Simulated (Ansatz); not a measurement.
ZnSe (space group F-43m) relaxed with several functionals in Ansatz (plane waves to 420 eV, scalar-relativistic PAW, no spin-orbit coupling, symmetry kept). The database cell has 22.76 Å³/atom; its temperature or method isn't stated, so the comparison with it is no error of the functional. No moments.

```csv
functional,conventional cell,V (Å³/atom),against the database cell (%),gap on mesh (eV),largest moment (μB)
PBE,"a = 5.732 Å, b = 5.732 Å, c = 5.732 Å, α = 90.00°, β = 90.00°, γ = 90.00°",23.54,3.4,1.15,0.00
PBEsol,"a = 5.634 Å, b = 5.634 Å, c = 5.634 Å, α = 90.00°, β = 90.00°, γ = 90.00°",22.35,-1.8,1.24,0.00
PBE+D3(BJ),"a = 5.654 Å, b = 5.654 Å, c = 5.654 Å, α = 90.00°, β = 90.00°, γ = 90.00°",22.59,-0.7,1.32,0.00
```